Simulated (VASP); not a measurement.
# Al₂Au: intraband terms of a metal's spectrum

Al₂Au, Fm-3m (no. 225), 3 atoms in the cell. PBE, independent-particle dielectric function; PAW potentials Au, Al (PBE set).

## Input

INCAR.step1:
```
SYSTEM = Al2Au
PREC     = Accurate       ! precision mode
ENCUT    = 280            ! plane-wave cutoff, eV
ISMEAR   = 1              ! smearing method
SIGMA    = 0.1            ! smearing width, eV
EDIFF    = 1E-7           ! SCF threshold, eV
LASPH    = .TRUE.         ! aspherical terms in the spheres
KPAR     = 4            
LWAVE    = .FALSE.        ! write WAVECAR
LCHARG   = .TRUE.         ! write CHGCAR
LMAXMIX  = 4              ! l up to which the mixer works
```

INCAR.step2:
```
SYSTEM = Al2Au
PREC     = Accurate       ! precision mode
ENCUT    = 280            ! plane-wave cutoff, eV
ISMEAR   = 0              ! smearing method
SIGMA    = 0.3            ! smearing width, eV
EDIFF    = 1E-6           ! SCF threshold, eV
LASPH    = .TRUE.         ! aspherical terms in the spheres
KPAR     = 4            
LWAVE    = .TRUE.         ! write WAVECAR
LCHARG   = .FALSE.        ! write CHGCAR
LMAXMIX  = 4              ! l up to which the mixer works
ICHARG   = 11             ! starting density
NBANDS   = 30             ! bands
NEDOS    = 3000           ! points of the DOS
OMEGAMAX = 30           
CSHIFT   = 0.1           
```

INCAR.step3, as INCAR.step2 but for:
```
- LWAVE = .TRUE.
+ LWAVE = .FALSE.
+ LOPTICS = .TRUE.
+ ALGO = None
+ NELM = 1
+ ISTART = 1
```

INCAR.step4, as INCAR.step3 but for:
```
+ WPLASMAI = 0.03
```

INCAR.step5 to INCAR.step6 change the same tag again: WPLASMAI = 0.1, 0.3.

INCAR.step7, as INCAR.step6 but for:
```
- WPLASMAI = 0.3
+ RTIME = 20
```

INCAR.step8, as INCAR.step7 but for:
```
- RTIME = 20
+ RTIME = 1
```

INCAR.step9, as INCAR.step8 but for:
```
- RTIME = 1
+ LNABLA = .TRUE.
```

INCAR.step10, as INCAR.step9 but for:
```
- ISMEAR = 0
- LNABLA = .TRUE.
+ ISMEAR = -5
```

KPOINTS.step1:
```
k-points
0
Gamma
  8 8 8
```

KPOINTS.step2:
```
k-points
0
Gamma
  16 16 16
```

POSCAR:
```
Al2Au
1.0
    0.0000000000      3.0000000000      3.0000000000
    3.0000000000      0.0000000000      3.0000000000
    3.0000000000      3.0000000000      0.0000000000
Au Al
1 2
Direct
    0.0000000000      0.0000000000      0.0000000000
    0.7500000000      0.7500000000      0.7500000000
    0.2500000000      0.2500000000      0.2500000000
```

Commands (each step's output is kept before the next begins):
```
cat potpaw_PBE.64/Au/POTCAR potpaw_PBE.64/Al/POTCAR > POTCAR
cp INCAR.step1 INCAR
cp KPOINTS.step1 KPOINTS
mpirun -np 4 vasp_std > vasp.out
cp INCAR.step2 INCAR
cp KPOINTS.step2 KPOINTS
mpirun -np 4 vasp_std > vasp.out
cp INCAR.step3 INCAR
mpirun -np 4 vasp_std > vasp.out
cp INCAR.step4 INCAR
mpirun -np 4 vasp_std > vasp.out
cp INCAR.step5 INCAR
mpirun -np 4 vasp_std > vasp.out
cp INCAR.step6 INCAR
mpirun -np 4 vasp_std > vasp.out
cp INCAR.step7 INCAR
mpirun -np 4 vasp_std > vasp.out
cp INCAR.step8 INCAR
mpirun -np 4 vasp_std > vasp.out
cp INCAR.step9 INCAR
mpirun -np 4 vasp_std > vasp.out
cp INCAR.step10 INCAR
mpirun -np 4 vasp_std > vasp.out
```

## Result

- Bands: 30

One ground state, settings moved in the last step alone:

| Settings | Plasma frequency (eV) | Im ε at 0.5 eV | Im ε at 1 eV | Im ε at 2 eV | Im ε at 4 eV | Time (s) |
|---|---|---|---|---|---|---|
| interband part alone | 7.39 | 40.5 | 8.9 | 4.5 | 9.5 | 10 |
| Drude term, WPLASMAI 0.03 | 7.39 | 53.5 | 10.5 | 4.8 | 9.6 | 13 |
| Drude term, WPLASMAI 0.1 | 7.39 | 82.5 | 14.3 | 5.2 | 9.6 | 12 |
| Drude term, WPLASMAI 0.3 | 7.39 | 137.0 | 23.9 | 6.6 | 9.8 | 10 |
| relaxation time RTIME 20 fs | 7.39 | 54.8 | 10.7 | 4.8 | 9.6 | 11 |
| relaxation time RTIME 1 fs | 7.39 | 145.8 | 34.0 | 8.6 | 10.1 | 13 |
| transversal form (LNABLA) | 7.73 | 42.9 | 9.4 | 4.9 | 10.4 | 12 |
| tetrahedron method | – | – | – | – | – | no result |

Limits: Spin-orbit coupling is left out, which can matter with atoms this heavy.

VASP 6.6.1 took 101 s on 4 cores (Intel Xeon Platinum 8259CL @ 2.50GHz (Skylake/Cascade Lake)), a shared host.
